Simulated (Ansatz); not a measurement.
Geometry optimisation in Ansatz: input, command and trajectory.

```yaml
crystal:
  lattice:
    - [0.0, 3.4478667722, 3.4478667722]
    - [3.4478667722, 0.0, 3.4478667722]
    - [3.4478667722, 3.4478667722, 0.0]
  atoms:
    - { symbol: Na, position: [0.0, 0.0, 0.0] }
    - { symbol: Cl, position: [0.5, 0.5, 0.5] }
basis:
  ecutwfc: 420
kpoints:
  mp_grid: { grid: [6, 6, 6] }
hamiltonian:
  xc: pbe
scf:
  occupations: { method: gaussian, width: 0.02 }
output:
  forces: true
  stress: true
  eigenvalues: true
relax:
  adjacent_minimum: "off"
  f_tol: 0.01
  max_steps: 60
  cell: { stress_tol: 0.1 }
```

```bash
ansatz run input.yaml --threads 1 --pin off --max-ram 1331MiB --backend cpu --events-out ev --progress --plain --runs-dir out
```

All numbers below come from DFT PBE, scalar-relativistic, plane waves, PAW (Ansatz 0.2.0).

Of 7 frames 7 are shown, positions in Å and forces in eV/Å; the SCF threshold varies from step to step. Steps run on the plane waves of an earlier cell, with a Pulay correction in the pressure. The basis is chosen afresh for the last frame, the zero of the energies, and at times for earlier ones too; energy and pressure step there, also at an unchanged geometry.

```xyz
2
Lattice="0.0000 3.4479 3.4479 3.4479 0.0000 3.4479 3.4479 3.4479 0.0000" Properties=species:S:1:pos:R:3:forces:R:3 pbc="T T T" step=1 free_energy_over_end_meV_per_atom=349.59 pressure_GPa=-3.71
Na    0.0000    0.0000    0.0000    0.0000    0.0000    0.0000
Cl    3.4479    3.4479    3.4479    0.0000    0.0000    0.0000
2
Lattice="0.0000 3.3118 3.3118 3.3118 0.0000 3.3118 3.3118 3.3118 0.0000" Properties=species:S:1:pos:R:3:forces:R:3 pbc="T T T" step=2 free_energy_over_end_meV_per_atom=239.23 pressure_GPa=-3.83
Na    0.0000    0.0000    0.0000    0.0000    0.0000    0.0000
Cl    3.3118    3.3118    3.3118    0.0000    0.0000    0.0000
2
Lattice="0.0000 3.1437 3.1437 3.1437 0.0000 3.1437 3.1437 3.1437 0.0000" Properties=species:S:1:pos:R:3:forces:R:3 pbc="T T T" step=3 free_energy_over_end_meV_per_atom=116.04 pressure_GPa=-3.56
Na    0.0000    0.0000    0.0000    0.0000    0.0000    0.0000
Cl    3.1437    3.1437    3.1437    0.0000    0.0000    0.0000
2
Lattice="0.0000 2.9713 2.9713 2.9713 0.0000 2.9713 2.9713 2.9713 0.0000" Properties=species:S:1:pos:R:3:forces:R:3 pbc="T T T" step=4 free_energy_over_end_meV_per_atom=24.23 pressure_GPa=-2.24
Na    0.0000    0.0000    0.0000    0.0000    0.0000    0.0000
Cl    2.9713    2.9713    2.9713    0.0000    0.0000    0.0000
2
Lattice="0.0000 2.8032 2.8032 2.8032 0.0000 2.8032 2.8032 2.8032 0.0000" Properties=species:S:1:pos:R:3:forces:R:3 pbc="T T T" step=5 free_energy_over_end_meV_per_atom=3.61 pressure_GPa=1.26
Na    0.0000    0.0000    0.0000    0.0000    0.0000    0.0000
Cl    2.8032    2.8032    2.8032    0.0000    0.0000    0.0000
2
Lattice="0.0000 2.8510 2.8510 2.8510 0.0000 2.8510 2.8510 2.8510 0.0000" Properties=species:S:1:pos:R:3:forces:R:3 pbc="T T T" step=6 free_energy_over_end_meV_per_atom=-0.41 pressure_GPa=-0.07
Na    0.0000    0.0000    0.0000    0.0000    0.0000    0.0000
Cl    2.8510    2.8510    2.8510    0.0000    0.0000    0.0000
2
Lattice="0.0000 2.8510 2.8510 2.8510 0.0000 2.8510 2.8510 2.8510 0.0000" Properties=species:S:1:pos:R:3:forces:R:3 pbc="T T T" step=7 free_energy_over_end_meV_per_atom=0.00 pressure_GPa=-0.08
Na    0.0000    0.0000    0.0000    0.0000    0.0000    0.0000
Cl    2.8510    2.8510    2.8510    0.0000    0.0000    0.0000
```

The cell shrinks from 41.0 to 23.2 Å³ an atom. At the end the space group is Fm-3m (tolerance 0.05 Å).